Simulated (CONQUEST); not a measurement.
# Al (P6_3/mmc) in CONQUEST: reference runs

Reference runs on Al: the cell as given and a disturbed copy.

Program: CONQUEST 1.3. These are calculated values, not measurements. Logs are shortened: lines on timing, memory, paths and dates and some standing lists are left out, and cuts for length are marked.

## 1. Starting point

Symmetry: P6_3/mmc, No. 194, hexagonal system. The conventional cell has a = 2.812 Å, b = 2.812 Å, c = 4.867 Å, α = 90.00°, β = 90.00°, γ = 120.00°. Al (site symmetry -6m2) has 12 Al at 2.81 to 2.93 Å as nearest neighbours.

This isn't the form of Al at room conditions, which is fcc.

## 2. Single point, PBE

The input, Conquest_input:

```
IO.Title Al
IO.Coordinates coords.dat
IO.FractionalAtomicCoords T
IO.Iprint 2
IO.Iprint_init 1
General.NumberOfSpecies 1
General.PseudopotentialType hamann
AtomMove.TypeOfRun static
AtomMove.FullStress T
Grid.GridCutoff 120
DM.SolutionMethod diagon
Diag.MPMesh T
Diag.GammaCentred T
Diag.MPMeshX 9
Diag.MPMeshY 6
Diag.MPMeshZ 6
Diag.kT 0.00183747
minE.SCTolerance 1e-6
SC.MaxIters 100
IO.AtomChargeOutput T
IO.DumpChargeDensity T
IO.DumpTotPot T
%block ChemicalSpeciesLabel
1 26.980 Al
%endblock
```

The input, coords.dat:

```
    5.3147703511     0.0000000000     0.0000000000
    0.0000000000     9.1970135896     0.0000000000
    0.0000000000     0.0000000000     9.2054522807
4
  0.0000000000   0.2500000000   0.6666666670 1 T T T
  0.5000000000   0.2500000000   0.1666666670 1 T T T
  0.0000000000   0.7500000000   0.3333333330 1 T T T
  0.5000000000   0.7500000000   0.8333333330 1 T T T
```

Potentials or basis: PseudoDojo NC PBE, DZP, grid cutoff 120 Ha.

Run with:

```console
$ Conquest
```

Output:

```text
Simulation cell dimensions:     5.3148 a0 x     9.1970 a0 x     9.2055 a0

      Atomic coordinates (a0)
         Atom         X         Y         Z  Species
            1    0.0000    2.2993    6.1370        1
            2    2.6574    2.2993    1.5342        1
            3    0.0000    6.8978    3.0685        1
            4    2.6574    6.8978    7.6712        1

         Monkhorst-Pack mesh:   9 x   6 x   6 gamma-centred
        This calculation includes non-local pseudopotentials,
         with a maximum core radius of      8.23709393

    Job title: Al
    Job to be run: static calculation

    Ground state search:
      Support functions represented with PAO basis
      1:1 PAO to SF mapping
      Non-spin-polarised electrons
      Solving for the K matrix using diagonalisation
      Using Fermi-Dirac smearing

    Integration grid size:     32 x   48 x   48

    Integration grid spacing:  0.166 a0 x 0.192 a0 x 0.192 a0

    Number of species:  1
    --------------------------------------------------------
    |   #  mass (au)  Charge (e)  SF Rad (a0)  NSF  Label  |
    --------------------------------------------------------
    |   1     26.980       3.000        8.438   13  Al     |
    --------------------------------------------------------
          SCF tolerance:                 0.00000100
          SCF iterations:               100

    The functional used will be GGA PBE96

           radial cut-off to be used is taken to be max PAO cut-off radius for this species:    8.237094

           greatest ang. mom. for making density from PAOs:  2
    Minimum blocs/proc is     1152. Maximum blocs/proc is     1152
    set_atom_dens: In set_atomic_density, electrons :      12.000000000000
 matrix_size & matrix_size_padH =           52          52

    Screened ion int: energy:      -4.786749057870 Ha

    new_SC_potl: Starting.  Tolerance:  0.10000E-05

    PulayMixSC: Starting Pulay mixing, A_up =  0.500 A_dn =  0.500
    PulayMixSC: Spin non-polarised calculation.
          Harris-Foulkes Energy            :        -9.245302511978315 Ha
          GroundState Energy (E-(1/2)TS)   :        -9.245593221787827 Ha
          Free Energy (E-TS)               :        -9.245883931597341 Ha
          DFT Total Energy                 :        -9.243618566687381 Ha
          Total number of electrons        :        12.000000000000130
    PulayMixSC: Pulay iteration     1 residual:              0.30901E-02
          Harris-Foulkes Energy            :        -9.244089999185537 Ha
          GroundState Energy (E-(1/2)TS)   :        -9.244375074040752 Ha
          Free Energy (E-TS)               :        -9.244660148895967 Ha
          DFT Total Energy                 :        -9.243678907128558 Ha
          Total number of electrons        :        12.000040001586356
    PulayMixSC: Pulay iteration     2 residual:              0.15055E-02
          Harris-Foulkes Energy            :        -9.243704863571192 Ha
          GroundState Energy (E-(1/2)TS)   :        -9.243984567150498 Ha
          Free Energy (E-TS)               :        -9.244264270729806 Ha
          DFT Total Energy                 :        -9.243704740416826 Ha
          Total number of electrons        :        12.000079114522421
    PulayMixSC: Pulay iteration     3 residual:              0.38538E-04
          Harris-Foulkes Energy            :        -9.243704752565076 Ha
          GroundState Energy (E-(1/2)TS)   :        -9.243984649929541 Ha
          Free Energy (E-TS)               :        -9.244264547294007 Ha
          DFT Total Energy                 :        -9.243704752575278 Ha
          Total number of electrons        :        12.000079733634406
    PulayMixSC: Pulay iteration     4 residual:              0.44355E-05
          Harris-Foulkes Energy            :        -9.243704721597290 Ha
          GroundState Energy (E-(1/2)TS)   :        -9.243984596348607 Ha
          Free Energy (E-TS)               :        -9.244264471099925 Ha
          DFT Total Energy                 :        -9.243704721233502 Ha
          Total number of electrons        :        12.000081132980796
    PulayMixSC: Pulay iteration     5 residual:              0.13630E-05
          Harris-Foulkes Energy            :        -9.243704473380044 Ha
          GroundState Energy (E-(1/2)TS)   :        -9.243984351336838 Ha
          Free Energy (E-TS)               :        -9.244264229293632 Ha
          DFT Total Energy                 :        -9.243704473379479 Ha
          Total number of electrons        :        12.000081247870718
    PulayMixSC: Pulay iteration     6 residual:              0.37178E-07
    PulayMixSC: Reached SCF tolerance of  0.37178E-07 after      6 iterations
      | Number of electrons      =        12.000081
      |* band energy as 2Tr[K.H] =        -4.457592790865768 Ha
      |  screened ion-ion energy =        -4.786749057869931 Ha
      |  Ha correction           =         0.002133130190652 Ha
      |  XC correction           =        -0.001495648138503 Ha
      | GS Energy as E-(1/2)TS   =        -9.243984351336838 Ha
      | Free Energy as E-TS      =        -9.244264229293632 Ha
      |* Harris-Foulkes energy   =        -9.243704473380044 Ha
      |* DFT total energy        =        -9.243704473379479 Ha
      |  estimated accuracy      =        -0.000000000000565 Ha

    force: Forces on atoms (Ha/a0)
    force:  Atom   X              Y              Z
    force:     1   0.0000000000  -0.0000000000  -0.0000107465
    force:     2  -0.0000000000  -0.0000000000  -0.0000107465
    force:     3  -0.0000000000   0.0000000000   0.0000107465
    force:     4  -0.0000000000  -0.0000000000   0.0000107465

    force: Maximum force :        0.00001075(Ha/a0) on atom         1 in z direction
    force: Force Residual:        0.00001075 Ha/a0
    force: Total stress:         -0.75714897     0.00000000     0.00000000 GPa
                             0.00000000    -0.23443277     0.00000000
                             0.00000000     0.00000000    -2.05840317
    force: Average pressure:      1.01666163 GPa

    force: Finished force
    get_E_and_F: Change in energy during last step of electronic optimisation:  0.24822E-06

    BIBLIOGRAPHY: Please consider citing the following references in the conquest.bib file

    CONQUEST:         Bowler2002pt, Miyazaki2004, Nakata2020
    Basis:            Bowler2019
    DM:               Bowler:2006xr
    Pseudopotentials: Hamann2013, Bowler2019
    XC functional:    Perdew1996
```

Run time: 52 s. Hardware: 1 thread of Intel Xeon 6975P-C (Granite Rapids), shared host; peak memory 0.83 GiB.

What came out:

| Item | Value |
| --- | --- |
| Free energy | -251.5492 eV |
| Pressure | 1.0 GPa |
| Band gap on the k mesh | none (metal or under the smearing width) |

Levels at points of the mesh, in eV from the Fermi level:
```csv
k point,band 3,band 4,band 5,band 6,band 7,band 8,band 9,band 10
"(0.00, 0.00, 0.00)",-5.00,-4.98,-4.90,0.57,0.58,1.31,1.40,6.41
"(0.00, 0.00, 0.50)",-3.58,-3.58,-3.44,-3.44,2.49,2.49,7.74,7.74
"(0.00, 0.50, 0.00)",-3.87,-3.87,-3.07,-3.07,2.37,2.37,7.50,7.50
"(0.00, 0.50, 0.50)",-8.01,-8.01,3.27,3.27,3.27,3.27,4.57,4.57
```

Caveat: the box holds several primitive cells, so bands are folded and the points are those of the box's own zone; the basis of atomic orbitals isn't converged, which shifts pressures, moduli and gaps.

## 3. Single point, PBE (atoms moved at random, drawn with an rms of 0.05 Å)

Conquest_input, as its differences from that of step 2:

```diff
@@ -20,4 +20,2 @@
 IO.AtomChargeOutput T
-IO.DumpChargeDensity T
-IO.DumpTotPot T
 %block ChemicalSpeciesLabel
```

The input, coords.dat:

```
    5.3147703511     0.0000000000     0.0000000000
    0.0000000000     9.1970135896     0.0000000000
    0.0000000000     0.0000000000     9.2054522807
4
  0.4897600000   0.2454000000   0.1572090000 1 T T T
  0.9897600000   0.2454000000   0.6572090000 1 T T T
  0.0042245000   0.7531780000   0.3348955000 1 T T T
  0.5042245000   0.7531780000   0.8348955000 1 T T T
```

Potentials or basis: PseudoDojo NC PBE, DZP, grid cutoff 120 Ha.

Run with:

```console
$ Conquest
```

Output:

```text
Simulation cell dimensions:     5.3148 a0 x     9.1970 a0 x     9.2055 a0

      Atomic coordinates (a0)
         Atom         X         Y         Z  Species
            1    2.6030    2.2569    1.4472        1
            2    5.2603    2.2569    6.0499        1
            3    0.0225    6.9270    3.0829        1
            4    2.6798    6.9270    7.6856        1

         Monkhorst-Pack mesh:   9 x   6 x   6 gamma-centred
        This calculation includes non-local pseudopotentials,
         with a maximum core radius of      8.23709393

    Job title: Al
    Job to be run: static calculation

    Ground state search:
      Support functions represented with PAO basis
      1:1 PAO to SF mapping
      Non-spin-polarised electrons
      Solving for the K matrix using diagonalisation
      Using Fermi-Dirac smearing

    Integration grid size:     32 x   48 x   48
[... 59 lines left out ...]
          Free Energy (E-TS)               :        -9.243931181904687 Ha
          DFT Total Energy                 :        -9.243372120542418 Ha
          Total number of electrons        :        12.000086611161491
    PulayMixSC: Pulay iteration     6 residual:              0.52671E-06
    PulayMixSC: Reached SCF tolerance of  0.52671E-06 after      6 iterations
      | Number of electrons      =        12.000087
      |* band energy as 2Tr[K.H] =        -4.458316846707203 Ha
      |  screened ion-ion energy =        -4.785405255769766 Ha
      |  Ha correction           =         0.001764083846345 Ha
      |  XC correction           =        -0.001412186788400 Ha
      | GS Energy as E-(1/2)TS   =        -9.243651651283223 Ha
      | Free Energy as E-TS      =        -9.243931181904687 Ha
      |* Harris-Foulkes energy   =        -9.243372120661759 Ha
      |* DFT total energy        =        -9.243372120542418 Ha
      |  estimated accuracy      =        -0.000000000119341 Ha

    force: Forces on atoms (Ha/a0)
    force:  Atom   X              Y              Z
    force:     1   0.0005426424   0.0028300206   0.0008619978
    force:     2   0.0005426424   0.0028300206   0.0008619978
    force:     3  -0.0005464417  -0.0028381406  -0.0008022096
    force:     4  -0.0005464417  -0.0028381406  -0.0008022096

    force: Maximum force :        0.00283814(Ha/a0) on atom         3 in y direction
    force: Force Residual:        0.00300364 Ha/a0
    force: Total stress:         -0.66420207    -0.04279703    -0.02088246 GPa
                            -0.04279703    -0.49798277    -0.05659040
                            -0.02088246    -0.05659040    -2.11749472
    force: Average pressure:      1.09322652 GPa

    force: Finished force
    get_E_and_F: Change in energy during last step of electronic optimisation:  0.13356E-06

    BIBLIOGRAPHY: Please consider citing the following references in the conquest.bib file

    CONQUEST:         Bowler2002pt, Miyazaki2004, Nakata2020
    Basis:            Bowler2019
    DM:               Bowler:2006xr
    Pseudopotentials: Hamann2013, Bowler2019
    XC functional:    Perdew1996
```

Wall time 50 s (1 thread of Intel Xeon 6975P-C (Granite Rapids), shared host); peak memory 0.83 GiB.

Results:

```
Free energy            : -251.5402 eV
Pressure               : 1.1 GPa
Largest force          : 0.155 eV/Å
Band gap on the k mesh : none (metal or under the smearing width)
```

Forces on the atoms (eV/Å):
```
Al   0.028  0.146  0.044
Al   0.028  0.146  0.044
Al  -0.028 -0.146 -0.041
Al  -0.028 -0.146 -0.041
```

Levels at points of the mesh, in eV from the Fermi level:
| k point | band 3 | band 4 | band 5 | band 6 | band 7 | band 8 | band 9 | band 10 |
| --- | --- | --- | --- | --- | --- | --- | --- | --- |
| (0.00, 0.00, 0.00) | -5.00 | -4.99 | -4.90 | 0.61 | 0.64 | 1.25 | 1.33 | 6.40 |
| (0.00, 0.00, 0.50) | -3.58 | -3.58 | -3.44 | -3.44 | 2.50 | 2.50 | 7.73 | 7.73 |
| (0.00, 0.50, 0.00) | -3.90 | -3.89 | -3.04 | -3.03 | 2.32 | 2.43 | 7.35 | 7.53 |
| (0.00, 0.50, 0.50) | -7.90 | -7.90 | 3.23 | 3.23 | 3.36 | 3.36 | 4.47 | 4.47 |

Caveat: the box holds several primitive cells, so bands are folded and the points are those of the box's own zone; the basis of atomic orbitals isn't converged, which shifts pressures, moduli and gaps.
